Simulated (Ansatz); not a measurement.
Al2Ru: strain energy, fitted

Al2Ru, I4/mmm, a = 3.121 Å, c = 8.423 Å. The structure is a Materials Project entry; whether it is the stable form wasn't checked. Ansatz: PBEsol, PAW, 420 eV, Γ-centred 12×12×4 mesh on 6 atoms, Gaussian smearing 0.10 eV; no spin polarisation. Series: equal strain along all axes, cell held, atoms relaxed; x is the strain in per cent. y is the free energy over the unstrained cell, V0 = 13.678 Å³/atom.

```
x (%) y (meV/atom)
 -3.0             ?
 -2.0         29.33
 -1.0          7.07
  0.0          0.00
  1.0          6.65
  2.0         25.68
  3.0         55.84
```

Fit y = c2 x² + c3 x³ to the other rows, turn c2 into a modulus, and predict the missing energy.

Least squares on the rows shown. y = 6.8787 x² − 0.22521 x³. In eV per unit strain² c2 is 68.79; the stiffness is B for this strain (E = 9/2 B V0 ε², shape held): 2 × 68.79 × 160.2 / (9 × 13.678) = 179 GPa. At x = -3.0 the fit asked for gives 67.99 meV/atom. The run gave 68.34 meV/atom, so the fit is 0.35 meV/atom too low, 0.51 % of the span of the series, against an rms of 0.02 meV/atom on the fitted rows. The row lies outside the fitted range. With a term in x⁴ added, a fit to the same known rows predicts 68.16 meV/atom, which recovers part of the miss; the known rows don't hold the rest.